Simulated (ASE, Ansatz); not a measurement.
# Convergence of a linear-scaling basis for CdS(110) slab, H on both faces (360 atoms), part 2 of 2

Aim: test how closely localised support functions follow the reference on CdS(110) slab, H on both faces (360 atoms), and at what cost. A setting counts as converged where the r.m.s. difference of forces stays under 1 % of the r.m.s. force.

Ansatz 0.2.0; Kohn-Sham DFT, PBE, PAW (set soft_2), plane waves.

The cell: 150 Cd, 150 S and 60 H. Caps of real hydrogen don't mimic the fractional bonds of a polar compound. Beside vacuum, support functions can miss their usual error bounds without a warning. Sampling is at Γ alone, for a cell whose shortest periodic width is 17 Å.

So far. Step 2 (Plane-wave single point): Mean Löwdin charges: Cd +1.26, H -0.15, S -0.99 e (they miss 0.80 % of the electrons, so they add up to more than the cell's charge). The largest share in the top eV of filled states is S p (64 % of the projected weight), and in the lowest eV of empty states Cd s (55 % of the projected weight).

## (3) Distances and neighbours (continued)

A closer look about S146, picked at random: 17 atoms, nearest first, numbered in the order of the input, with positions taken from that point.

| atom | x | y | z | distance (Å) | bonds | Löwdin charge (e) | Fx | Fy | Fz (eV/Å) |
| --- | --- | --- | --- | --- | --- | --- | --- | --- | --- |
| S146 | 0.00 | 0.00 | 0.00 | 0.00 | 4 | -1.08 | 0.14 | -0.11 | -0.50 |
| Cd147 | 0.03 | -1.45 | 2.01 | 2.47 | 4 | 1.28 | 0.05 | -0.10 | 0.29 |
| Cd145 | -2.05 | 1.44 | 0.00 | 2.51 | 4 | 1.27 | -0.07 | 0.22 | -0.14 |
| Cd205 | 2.07 | 1.44 | -0.01 | 2.52 | 4 | 1.27 | 0.04 | 0.08 | 0.12 |
| Cd143 | 0.02 | -1.51 | -2.09 | 2.58 | 4 | 1.27 | -0.09 | -0.14 | 0.34 |
| S68 | -2.03 | -2.88 | 2.07 | 4.09 | 4 | -1.08 | -0.04 | -0.25 | -0.10 |
| S142 | 0.02 | 0.01 | -4.09 | 4.09 | 4 | -0.62 | 0.10 | -0.82 | 0.16 |
| S208 | 2.03 | 2.91 | 2.05 | 4.10 | 4 | -1.09 | 0.38 | -0.13 | 0.13 |
| S148 | -2.06 | 2.88 | 2.06 | 4.10 | 4 | -1.08 | 0.06 | 0.16 | 0.08 |
| S150 | -0.03 | 0.00 | 4.10 | 4.10 | 4 | -1.08 | 0.58 | -0.43 | 0.09 |
| S86 | -4.11 | 0.01 | 0.04 | 4.11 | 4 | -1.08 | 0.05 | -0.25 | -0.45 |
| S204 | 2.05 | 2.92 | -2.04 | 4.11 | 4 | -1.09 | 0.49 | -0.48 | 0.08 |
| S144 | -2.01 | 2.94 | -2.05 | 4.11 | 4 | -1.10 | -0.13 | -0.41 | 0.15 |
| S64 | -2.08 | -2.90 | -2.05 | 4.11 | 4 | -1.09 | 0.32 | -0.37 | 0.24 |
| S124 | 2.08 | -2.92 | -2.07 | 4.14 | 4 | -1.09 | 0.09 | -0.15 | 0.42 |
| S206 | 4.15 | -0.02 | 0.02 | 4.15 | 4 | -1.08 | -0.31 | 0.05 | -0.49 |
| S128 | 2.09 | -2.92 | 2.08 | 4.15 | 4 | -1.08 | -0.10 | 0.00 | -0.04 |

The column of bonds counts only the pairs Cd-S within 2.98 Å, Cd-H within 2.12 Å, S-H within 1.70 Å; other neighbours, such as metal atoms beside each other in a compound, aren't counted, and periodic images can show an atom twice.

## (4) Support functions medium

The cell is solved in localised support functions.

This step: Kohn-Sham DFT, PBE, PAW (set soft_2), localised support functions (medium) (Ansatz 0.2.0).

Input file input.yaml:

```yaml
crystal:
  lattice:
    - [20.56974, 0.0, 0.0]
    - [0.0, 17.454, 0.0]
    - [0.0, 0.0, 33.28885]
  atoms:
    [... the 360 atom lines of step 2 ...]
kpoints:
  mp_grid: { grid: [1, 1, 1] }
hamiltonian:
  xc: pbe
scf:
  occupations: { method: fermi_dirac, width: 0.025 }
  eigensolver: { kind: { support_functions: { accuracy: medium } } }
  mixing: { beta: 0.2 }
  max_iter: 150
output:
  forces: true
```

Started as:

```
$ ansatz run input.yaml --threads 32 --pin off --max-ram 92160MiB --backend cuda --events-out ev --progress --plain --runs-dir out --max-vram 78GiB
```

Numbers of over 12 decimals in the logs are rounded to 6 here.

The log of the run:

```text
Warning: scf.eigensolver.kind.support_functions: disabling space-group detection — the functions' gradient is summed over unrotated k-points, so no spatial operation reduces the k-mesh or symmetrises the density; time reversal is kept, so that k and −k are solved as one point where they differ and the mesh holds both, and exact exchange and, on two spinor components, a DFT+U term hold to it where the run has them: [...]
settings of this run that can trade accuracy for cost: scf.eigensolver.kind.support_functions [...]
[...]
GPU FFT provider: cuFFT
GPU libraries: cuBLAS 13.8.1, cuFFT 12.4.0, cuSOLVER 12.3.2
[...]
Crystal: 360 atoms, lattice volume = 11951.504 Å³
Basis set: ecut = 420 eV, 233685 PW (Γ), exchange–correlation on 288×240×450 points (8 copies of the dense FFT grid, shifted against one another)
Bands: 2376, of which v1, the nominal top of the filled ones, is band 1980 counted from 1 (1979 counted from 0)
Symmetry: 1 space group operations
k-points: 1
[...]
GPU buffer pool allocated for 3888000 grid points (all kernels)
[...]
SCF iter   1: F=—  HF=-1374563.670432 eV  |F-HF|=—  |Δ(HF+E_count)|=         —  Δρ=4.02e-2  dr2=3.37e2  ethr=1.00e-1
[...]
SCF iter  17: F=—  HF=-1374577.946310 eV  |F-HF|=—  |Δ(HF+E_count)|=   5.38e-3  Δρ=1.53e-5  dr2=2.06e-5  ethr=5.87e-10  κ⁻¹=3.9e-6(r=7)
SCF iter  18: F=-1374577.946308 eV  HF=-1374577.946307 eV  |F-HF|=9.81e-7  |Δ(HF+E_count)|=   3.21e-6  Δρ=6.26e-6  dr2=4.60e-6  ethr=5.20e-10
SCF 1 converged in 18 iterations: F = -1374578.056913 eV  dr2 = 4.60e-6
[...]
SCF converged after 18 iterations
Stability not checked: this state was not tested for a lower state beside it, because the mixer in use, unlike msr1, does not test its closes by its own steps (another_mixer; see scf.mixing.algorithm and scf.lower_state_search)
Free energy (F): -1374578.056913 eV
[...]
Internal energy: -1374578.056913 eV  (E = F + TS)
E sigma→0 (E₀):  -1374578.056913 eV
Fermi energy:    2.950652 eV
[...]
Σ components = -1374578.056913   (vs F -1374578.056913, Δ=0.00e0)
--- Forces (eV/Å), atoms counted from 1 ---
[... 360 lines of forces left out ...]
  max |Σ_I F_I| component: 1.11e-2 eV/Å
--- Band table (eV) ---
[... left out ...]
  guard bands above this table: 344 of the run's 2376 bands (output.publish_guard_bands: true publishes all)
```

Run time: 11 s. Hardware: 1 × NVIDIA GB200 with 32 threads of Arm Neoverse V2, shared host; peak memory 2.6 GiB.

That memory is the host's; the program planned up to 13.7 GiB on the GPU.

The program notes that the band table was not solved further than the SCF left it and it switched symmetry off.

Keys that differ from the reference: support_functions.accuracy = "medium", scf.max_iter = 150 and scf.mixing.beta = 0.2.

Forces differ from the reference by 1.2 meV/Å r.m.s., 0.32 % of their size, within a tolerance of 1 %; the energy by -1.7 meV/atom. The two runs also began from different starting densities, which bears on cycles and time.

## (5) What each setting buys

Each row is set against the plane-wave reference (Kohn-Sham DFT, PBE, PAW (set soft_2), plane waves; r.m.s. force component 0.365 eV/Å). Energies are set beside the reference only for runs with its functional, potentials and electron count. Times are for 1 × NVIDIA GB200 with 32 threads of Arm Neoverse V2, shared host. The reference's time includes the DOS, which some other runs skip.

| run | Δ force, r.m.s. (meV/Å) | share of r.m.s. force (%) | Δ energy (meV/atom) | Δ gap (eV) | cycles | time | host memory (GiB) | planned on the GPU (GiB) |
| --- | --- | --- | --- | --- | --- | --- | --- | --- |
| reference | - | - | - | - | 9 | 14 s | 5.2 | 51 |
| support functions medium | 1.18 | 0.324 | -1.67 | 7.0e-4 | 18 | 11 s | 2.6 | 14 |

## (6) Results

```
free energy per atom                             : -3818.2707 eV/atom
r.m.s. force component                           : 0.3649 eV/Å
gap (highest filled to lowest empty level) : 1.281 eV
wall time of the 2 DFT runs                      : 26 s
```

In words: Against plane waves at 420 eV, the forces differ by 1.2 meV/Å (0.32 %) with support functions medium. Differences between support functions and plane waves include what basis error the plane-wave run still has.

The highest filled and lowest empty levels differ by 1.28 eV at Γ alone; the mesh holds the band edges only if they fold onto it, so the gap at this level can be narrower or closed, and states at the surface or the caps may set it. With the cutoffs above, all Cd atoms have 4, all H atoms have 1 and all S atoms have 4 bonded neighbours.

What to keep in mind: The geometry was built by rule, was displaced at random and isn't relaxed at this level: its force components are 0.36 eV/Å r.m.s.

[Logs are printed without paths, hosts, clocks, repeated set-up lines and the standing remarks that a program may print on its own settings, such as how far it seeks lower states.]

[Hosts, paths, dates, database ids (printed as entryN), source tags and the programs' standing remarks are cut or masked in the printed files.]
